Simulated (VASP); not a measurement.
# Cr (P6_3/mmc) in VASP: reference runs

Aim: a first look at Cr with PBE, on the cell as given and on a disturbed one.

Program: VASP 6.6.1. These are calculated values, not measurements. Logs are shortened: lines on timing, memory, paths and dates and some standing lists are left out, and cuts for length are marked.

## (1) The structure

It takes space group P6_3/mmc (No. 194, hexagonal). The conventional cell has a = 2.714 Å, b = 2.714 Å, c = 4.410 Å, α = 90.00°, β = 90.00°, γ = 120.00°. Around Cr (site symmetry -6m2) lie 12 Cr at 2.71 Å.

This isn't the form of Cr at room conditions, which is bcc.

## (2) Single point, PBE, collinear spin, ferromagnetic start

Contents of INCAR:

```
SYSTEM = Cr
ALGO = Normal
EDIFF = 1E-7
ENCUT = 520
GGA = PE
ISIF = 2
ISMEAR = -1
ISPIN = 2
LASPH = .True.
LCHARG = .False.
LMAXMIX = 4
LORBIT = 11
LREAL = .False.
LWAVE = .False.
MAGMOM = 3 3
NBANDS = 23
NELM = 120
PREC = Accurate
SIGMA = 0.05
```

Contents of KPOINTS:

```
k-points
0
Gamma
  11 11 6
  0 0 0
```

Contents of POSCAR:

```
Cr
1.0
    2.7140000000      0.0000000000      0.0000000000
   -1.3570000000      2.3503929459      0.0000000000
    0.0000000000      0.0000000000      4.4100000000
Cr
2
Direct
    0.6666666667      0.3333333333      0.7500000000
    0.3333333333      0.6666666667      0.2500000000
```

Potentials or basis: VASP PAW PBE potentials, release 64 (Cr_pv).

Started as:

```sh
$ cat potpaw_PBE.64/Cr_pv/POTCAR > POTCAR
$ mpirun -np 1 vasp_std > vasp.out
```

OUTCAR:

```text
SYSTEM = Cr
   EDIFF = 1E-7
   ENCUT = 520
   GGA = PE
   ISIF = 2
   ISMEAR = -1
   ISPIN = 2
   LASPH = .True.
   LORBIT = 11
   LREAL = .False.
   NELM = 120
   PREC = Accurate

 ion  position               nearest neighbor table
   1  0.667  0.333  0.750-   2 2.71   2 2.71   2 2.71   2 2.71   2 2.71   2 2.71
   2  0.333  0.667  0.250-   1 2.71   1 2.71   1 2.71   1 2.71   1 2.71   1 2.71

  LATTYP: Found a hexagonal cell.
 ALAT       =     2.7140000000
 C/A-ratio  =     1.6249078850

  Lattice vectors:

 A1 = (   2.7140000000,   0.0000000000,   0.0000000000)
 A2 = (  -1.3570000000,   2.3503929459,   0.0000000000)
 A3 = (   0.0000000000,   0.0000000000,   4.4100000000)

Analysis of symmetry for initial positions (statically):
=====================================================================
 Subroutine PRICEL returns:
 Original cell was already a primitive cell.

 Routine SETGRP: Setting up the symmetry group for a
 hexagonal supercell.

 Subroutine GETGRP returns: Found 24 space group operations
 (whereof 12 operations were pure point group operations)
 out of a pool of 24 trial point group operations.

The static configuration has the point symmetry D_3d.
 The point group associated with its full space group is D_6h.

Analysis of symmetry for dynamics (positions and initial velocities):
=====================================================================
 Subroutine PRICEL returns:
 Original cell was already a primitive cell.

 Routine SETGRP: Setting up the symmetry group for a
 hexagonal supercell.

 Subroutine GETGRP returns: Found 24 space group operations
 (whereof 12 operations were pure point group operations)
 out of a pool of 24 trial point group operations.

The dynamic configuration has the point symmetry D_3d.
 The point group associated with its full space group is D_6h.

Analysis of structural, dynamic, and magnetic symmetry:
=====================================================================
 Subroutine PRICEL returns:
 Original cell was already a primitive cell.

 Routine SETGRP: Setting up the symmetry group for a
 hexagonal supercell.

 Subroutine GETGRP returns: Found 24 space group operations
 (whereof 12 operations were pure point group operations)
 out of a pool of 24 trial point group operations.

The overall configuration has the point symmetry D_3d.
 The point group associated with its full space group is D_6h.

 Subroutine INISYM returns: Found 24 space group operations
 (whereof 12 operations are pure point group operations),
 and found     1 'primitive' translations

----------------------------------------------------------------------------------------

                                     Primitive cell

  volume of cell :      28.1312

  direct lattice vectors                    reciprocal lattice vectors
     2.714000000  0.000000000  0.000000000     0.368459838  0.212730387  0.000000000
    -1.357000000  2.350392946  0.000000000     0.000000000  0.425460773  0.000000000
     0.000000000  0.000000000  4.410000000     0.000000000  0.000000000  0.226757370

  length of vectors
     2.714000000  2.714000000  4.410000000     0.425460773  0.425460773  0.226757370

  position of ions in fractional coordinates (direct lattice)
     0.666666667  0.333333333  0.750000000
     0.333333333  0.666666667  0.250000000

  ion indices of the primitive-cell ions
   primitive index   ion index
                 1           1
                 2           2

----------------------------------------------------------------------------------------

 KPOINTS: k-points

Automatic generation of k-mesh.
 Grid dimensions read from file:
 generate k-points for:   11   11    6

 Generating k-lattice:

  Cartesian coordinates                     Fractional coordinates (reciprocal lattice)
     0.033496349  0.019339126  0.000000000     0.090909091  0.000000000  0.000000000
     0.000000000  0.038678252  0.000000000     0.000000000  0.090909091  0.000000000
     0.000000000  0.000000000  0.037792895     0.000000000  0.000000000  0.166666667

  Length of vectors
     0.038678252  0.038678252  0.037792895

  Shift w.r.t. Gamma in fractional coordinates (k-lattice)
     0.000000000  0.000000000  0.000000000

 Subroutine IBZKPT returns following result:
 ===========================================

 Found     64 irreducible k-points:

 Following reciprocal coordinates:
            Coordinates               Weight
  0.000000  0.000000  0.000000      1.000000
  0.090909 -0.000000  0.000000      6.000000
  0.181818  0.000000  0.000000      6.000000
  0.272727  0.000000  0.000000      6.000000
  0.363636 -0.000000  0.000000      6.000000
  0.454545 -0.000000  0.000000      6.000000
[... 42 lines left out ...]
  0.000000  0.000000  0.500000      1.000000
  0.090909 -0.000000  0.500000      6.000000
 [... further k-points ...]
   k-points           NKPTS =     64   k-points in BZ     NKDIM =     64   number of bands    NBANDS=     23
   number of dos      NEDOS =    301   number of ions     NIONS =      2
   total plane-waves  NPLWV =  14400
   dimension x,y,z NGX =    20 NGY =   20 NGZ =   36
   dimension x,y,z NGXF=    40 NGYF=   40 NGZF=   72
   ions per type =               2
   NGX,Y,Z   is equivalent  to a cutoff of  12.25, 12.25, 13.57 a.u.
   NGXF,Y,Z  is equivalent  to a cutoff of  24.50, 24.50, 27.14 a.u.
 SYSTEM =  Cr
   PREC   = accura    normal or accurate (medium, high low for compatibility)
   ISTART =      0    job   : 0-new  1-cont  2-samecut
   ICHARG =      2    charge: 1-file 2-atom 10-const
   ISPIN  =      2    spin polarized calculation?
   LNONCOLLINEAR =      F non collinear calculations
   LSORBIT =      F    spin-orbit coupling
   LASPH  =      T    aspherical Exc in radial PAW
   ENCUT  =  520.0 eV  38.22 Ry    6.18 a.u.   5.05  5.05  8.20*2*pi/ulx,y,z
   NELM   =    120;   NELMIN=  2; NELMDL= -5     # of ELM steps
   EDIFF  = 0.1E-06   stopping-criterion for ELM
   LREAL  =      F    real-space projection
   EDIFFG = 0.1E-05   stopping-criterion for IOM
   NSW    =      0    number of steps for IOM
   IBRION =     -1    ionic relax: 0-MD 1-quasi-New 2-CG
   NFREE  =      0    steps in history (QN), initial steepest desc. (CG)
   ISIF   =      2    stress and relaxation
   ISYM   =      2    0-nonsym 1-usesym 2-fastsym
   POTIM  = 0.5000    time-step for ionic-motion
   TEBEG  =    0.0;   TEEND  =   0.0 temperature during run
   PSTRESS=    0.0 pullay stress
   NELECT =      24.0000    total number of electrons
   NUPDOWN=      -1.0000    fix difference up-down
   EMIN   =  10.00;   EMAX   =-10.00  energy-range for DOS
   EFERMI =   0.00;   METHOD = LEGACY
   ISMEAR =    -1;   SIGMA  =   0.05  broadening in eV -4-tet -1-fermi 0-gaus
   EFERMI_NEDOS =   21; number of points for ismear=-14 and -15
   IALGO  =     38    algorithm
   IMIX   =      4    mixing-type and parameters
     AMIX     =   0.40;   BMIX     =  1.00
     AMIX_MAG =   1.60;   BMIX_MAG =  1.00
  volume/ion in A,a.u.               =      14.07        94.92
  Fermi-wavevector in a.u.,A,eV,Ry     =   1.552681  2.934142 32.801180  2.410819
  Thomas-Fermi vector in A             =   2.657021
   LORBIT       =     11    0 simple, 1 ext, 2 COOP (PROOUT), +10 PAW based schemes
   GGA     = PE    functional components
   LHFCALC =     F    Hartree Fock is set to
   AEXX    =    0.0000 exact exchange contribution
   IVDW    =     0    specifies the selected vdW correction
   LEPSILON=     F    determine dielectric tensor
   LRPA    =     F    only Hartree local field effects (RPA)
 spin polarized calculation
  energy-cutoff  :      520.00
  volume of cell :       28.13
 maximum number of plane-waves:       772
   NGX = 11   NGY = 11   NGZ = 17

 number of electron      24.0000005 magnetization       1.7664907

 Free energy of the ion-electron system (eV)
  ---------------------------------------------------
  ext. energy  EPLUGINS =         0.00000000
  ---------------------------------------------------
  free energy    TOTEN  =       -17.72289346 eV

  energy without entropy =      -17.68839520  energy(sigma->0) =      -17.70564433

 E-fermi :   8.2944     XC(G=0): -12.5434

 val. band max:        8.2886180782   @ k =   0.1818   0.0000   0.0000
 cond. band min:       8.3011152944   @ k =   0.3636   0.1818   0.1667
 fundamental gap:      0.0124972162
 Fermi energy:         8.2944167204

 spin component 1

 k-point     1 :       0.0000    0.0000    0.0000
  band No.  band energies     occupation
      1     -35.1640      1.00000
      2     -34.8230      1.00000
      3     -34.8230      1.00000
      4     -34.7570      1.00000
      5     -34.7570      1.00000
      6     -34.6805      1.00000
[... 15 lines left out ...]
     22      26.1804      0.00000
     23      28.7911      0.00000

 k-point     2 :       0.0909   -0.0000    0.0000
  band No.  band energies     occupation
      1     -35.1513      1.00000
      2     -34.8513      1.00000
      3     -34.8320      1.00000
      4     -34.7863      1.00000
      5     -34.7615      1.00000
      6     -34.6854      1.00000
[... 15 lines left out ...]
     22      25.3916      0.00000
     23      27.4153      0.00000

 k-point     3 :       0.1818    0.0000    0.0000
  band No.  band energies     occupation
      1     -35.1152      1.00000
      2     -34.9275      1.00000
      3     -34.8636      1.00000
      4     -34.8556      1.00000
      5     -34.7740      1.00000
      6     -34.7003      1.00000
[... 15 lines left out ...]
     22      22.5618      0.00000
     23      25.8207      0.00000
[... 911 lines left out ...]
 k-point    39 :       0.0909    0.0909    0.3333
  band No.  band energies     occupation
      1     -35.0409      1.00000
      2     -34.8936      1.00000
      3     -34.8631      1.00000
      4     -34.8300      1.00000
      5     -34.7932      1.00000
      6     -34.7665      1.00000
[... 15 lines left out ...]
     22      24.3569      0.00000
     23      25.3757      0.00000

 k-point    40 :       0.1818    0.0909    0.3333
  band No.  band energies     occupation
      1     -35.0590      1.00000
      2     -34.9809      1.00000
      3     -34.8974      1.00000
      4     -34.8585      1.00000
      5     -34.8165      1.00000
      6     -34.7669      1.00000
[... 15 lines left out ...]
     22      21.8378      0.00000
     23      23.5928      0.00000

 [... further k-points ...]

 spin component 2

 k-point     1 :       0.0000    0.0000    0.0000
  band No.  band energies     occupation
      1     -34.3962      1.00000
      2     -33.9734      1.00000
      3     -33.9734      1.00000
      4     -33.9064      1.00000
      5     -33.9064      1.00000
      6     -33.9024      1.00000
[... 15 lines left out ...]
     22      26.3058      0.00000
     23      28.9907      0.00000

 k-point     2 :       0.0909   -0.0000    0.0000
  band No.  band energies     occupation
      1     -34.3831      1.00000
      2     -34.0024      1.00000
      3     -33.9827      1.00000
      4     -33.9365      1.00000
      5     -33.9109      1.00000
      6     -33.9074      1.00000
[... 15 lines left out ...]
     22      25.6322      0.00000
     23      27.7310      0.00000

 k-point     3 :       0.1818    0.0000    0.0000
  band No.  band energies     occupation
      1     -34.3463      1.00000
      2     -34.0806      1.00000
      3     -34.0156      1.00000
      4     -34.0068      1.00000
      5     -33.9237      1.00000
      6     -33.9225      1.00000
[... 15 lines left out ...]
     22      22.9623      0.00000
     23      26.2582      0.00000
[... 911 lines left out ...]
 k-point    39 :       0.0909    0.0909    0.3333
  band No.  band energies     occupation
      1     -34.2644      1.00000
      2     -34.0780      1.00000
      3     -34.0207      1.00000
      4     -33.9858      1.00000
      5     -33.9532      1.00000
      6     -33.9432      1.00000
[... 15 lines left out ...]
     22      24.6155      0.00000
     23      25.7481      0.00000

 k-point    40 :       0.1818    0.0909    0.3333
  band No.  band energies     occupation
      1     -34.2657      1.00000
      2     -34.1534      1.00000
      3     -34.0727      1.00000
      4     -34.0160      1.00000
      5     -33.9721      1.00000
      6     -33.9619      1.00000
[... 15 lines left out ...]
     22      22.2587      0.00000
     23      23.9701      0.00000

 [... further k-points ...]

------------------------ aborting loop because EDIFF is reached ----------------------------------------

  FORCE on cell =-STRESS in cart. coord.  units (eV):
  Direction    XX          YY          ZZ          XY          YZ          ZX
  --------------------------------------------------------------------------------------
  -------------------------------------------------------------------------------------
  Total       -4.7222554     -4.7222554     -3.9729881      0.0000000     -0.0000000      0.0000000
  in kB     -268.9497526   -268.9497526   -226.2762331      0.0000000     -0.0000000      0.0000000
  external PRESSURE =    -254.7252461 kB  Pullay stress =       0.0000000 kB

 VOLUME and BASIS-vectors are now :
 -----------------------------------------------------------------------------
  energy-cutoff  :      520.00
  volume of cell :       28.13
      direct lattice vectors                 reciprocal lattice vectors
     2.714000000  0.000000000  0.000000000     0.368459838  0.212730387  0.000000000
    -1.357000000  2.350392946  0.000000000     0.000000000  0.425460773  0.000000000
     0.000000000  0.000000000  4.410000000     0.000000000  0.000000000  0.226757370

 POSITION                                       TOTAL-FORCE (eV/Angst)
 -----------------------------------------------------------------------------------
      1.35700      0.78346      3.30750         0.000000      0.000000      0.000000
     -0.00000      1.56693      1.10250        -0.000000     -0.000000      0.000000
 -----------------------------------------------------------------------------------
    total drift:                               -0.000000      0.000000     -0.000000

  FREE ENERGIE OF THE ION-ELECTRON SYSTEM (eV)
  ---------------------------------------------------
  free  energy   TOTEN  =       -17.7228934630 eV

  energy  without entropy=      -17.6883952022  energy(sigma->0) =      -17.70564433

 total charge

# of ion       s       p       d       tot
------------------------------------------
    1        0.382   6.279   4.055  10.716
    2        0.382   6.279   4.055  10.716
--------------------------------------------------
tot          0.765  12.557   8.110  21.432

 magnetization (x)

# of ion       s       p       d       tot
------------------------------------------
    1        0.002   0.022   0.797   0.822
    2        0.002   0.022   0.797   0.822
--------------------------------------------------
tot          0.004   0.044   1.594   1.643
```

It took 58 s on 1 thread of Intel Xeon Platinum 8488C (Sapphire Rapids), shared host; peak memory 0.18 GiB.

Results:

```
Free energy                                           : -17.7229 eV
Pressure                                              : -25.5 GPa
Band gap on the k mesh                                : none (metal or under the smearing width)
Net moment                                            : 1.77 μB per cell
Site moments                                          : Cr +0.82 μB
Valence electrons inside the program's atomic spheres : Cr 10.72
```

Levels at points of the mesh, in eV from the Fermi level:
Spin up:
```csv
k point,band 11,band 12,band 13,band 14,band 15,band 16
"(0.00, 0.00, 0.00)",-0.62,-0.31,-0.31,0.13,0.13,0.40
"(0.00, 0.00, 0.50)",-0.73,-0.73,-0.73,-0.73,1.02,1.02
```
Spin down:
| k point | band 7 | band 8 | band 9 | band 10 | band 11 | band 12 | band 13 | band 14 | band 15 | band 16 |
| --- | --- | --- | --- | --- | --- | --- | --- | --- | --- | --- |
| (0.00, 0.00, 0.00) | -6.83 | -3.10 | -0.02 | 0.07 | 0.07 | 0.46 | 0.46 | 0.67 | 0.96 | 0.96 |
| (0.00, 0.00, 0.50) | -4.86 | -4.86 | -0.58 | -0.58 | 0.02 | 0.02 | 0.02 | 0.02 | 1.87 | 1.87 |

Caveat: so large a pressure means that the cell lies far from this level's equilibrium, or that cutoff or potentials fall short.

(Part 1 of 2 ends here.)
